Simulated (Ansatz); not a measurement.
Space group Fm-3m (No. 225). a = 6.698 Å, b = 6.698 Å, c = 6.698 Å, α = 90.00°, β = 90.00°, γ = 90.00°
```json
{"atom": "Rb", "site": "4a", "symmetry": "m-3m", "x": "0.0000", "y": "0.0000", "z": "0.0000"}
{"atom": "Cl", "site": "4b", "symmetry": "m-3m", "x": "0.5000", "y": "0.0000", "z": "0.0000"}
```

Equation of state of this RbCl structure (not necessarily the ground state), with shape and atoms relaxed at each volume where symmetry leaves them free. Method: DFT PBE, scalar-relativistic, plane waves, PAW (Ansatz 0.2.0).

Settings: cutoff 420 eV, Γ-centred mesh 6×6×6 on the computed 2-atom cell, Gaussian smearing of 0.02 eV; no spin polarisation.

```json
{"V (Å³/atom)": "33.058", "E − E(largest V) (meV/atom)": "17.41", "P (GPa)": "2.50", "gap on mesh (eV)": "5.25"}
{"V (Å³/atom)": "34.185", "E − E(largest V) (meV/atom)": "2.72", "P (GPa)": "1.70", "gap on mesh (eV)": "5.14"}
{"V (Å³/atom)": "35.312", "E − E(largest V) (meV/atom)": "-6.81", "P (GPa)": "1.03", "gap on mesh (eV)": "5.03"}
{"V (Å³/atom)": "36.439", "E − E(largest V) (meV/atom)": "-12.04", "P (GPa)": "0.47", "gap on mesh (eV)": "4.93"}
{"V (Å³/atom)": "37.566", "E − E(largest V) (meV/atom)": "-13.67", "P (GPa)": "0.01", "gap on mesh (eV)": "4.84"}
{"V (Å³/atom)": "38.693", "E − E(largest V) (meV/atom)": "-12.29", "P (GPa)": "-0.39", "gap on mesh (eV)": "4.75"}
{"V (Å³/atom)": "39.820", "E − E(largest V) (meV/atom)": "-8.40", "P (GPa)": "-0.71", "gap on mesh (eV)": "4.66"}
{"V (Å³/atom)": "41.323", "E − E(largest V) (meV/atom)": "0.00", "P (GPa)": "-1.07", "gap on mesh (eV)": "4.56"}
```

Fit a third-order Birch–Murnaghan equation to E(V).

V0 = 37.58 Å³/atom, B0 = 14 GPa, B0' = 5.0.